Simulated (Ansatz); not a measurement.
# Cu under changes of volume

One of the cells (11.810 Å³/atom); the others are scaled copies at fixed shape and fractional positions:

```
CELL_PARAMETERS angstrom
0.00000 1.80750 1.80750
1.80750 0.00000 1.80750
1.80750 1.80750 0.00000
ATOMIC_POSITIONS crystal
Cu 0.00000 0.00000 0.00000
```

| Property | Result |
| --- | --- |
| Program | Ansatz 0.2.0 |
| Functional | PBE0 |
| Potentials or basis | Ansatz PAW |
| Cutoff | 420 eV (not typed: the program's choice for these potentials) |
| k mesh | 8 × 8 × 8 |
| Occupations | fermi-dirac, width 0.05 eV |
| Spin | no spin polarisation |

| volume (Å³/atom) | energy over the lowest point (meV/atom) | pressure (GPa) |
| --- | --- | --- |
| 11.102 | 34.42 | 12.7 |
| 11.338 | ? | ? |
| 11.574 | 7.82 | 5.5 |
| 11.810 | 1.84 | 2.6 |
| 12.047 | 0.00 | -0.1 |
| 12.283 | 1.86 | -2.4 |
| 12.519 | 6.96 | -4.5 |

Question: What does the run at 11.338 Å³/atom give?

Answer: Energy over the lowest point 18.44 meV/atom; pressure 8.9 GPa.

Worked out: A Birch-Murnaghan fit of order 3 (a polynomial in V^(-2/3)) to the other rows has its minimum at 12.04 Å³/atom with B0 = V·E''(V) = 127 GPa and B' = 5.2. It gives 18.48 meV/atom at 11.338 Å³/atom, against the run's 18.44, and -dE/dV = 9.0 GPa, against 8.9.

Energies are extrapolated to zero smearing.

Caveats: all runs use coarse meshes; the PAW data sets come from PBE, with cores solved anew for the run's functional, which leaves a small shift of forces and pressure; the thresholds are loose for stress.
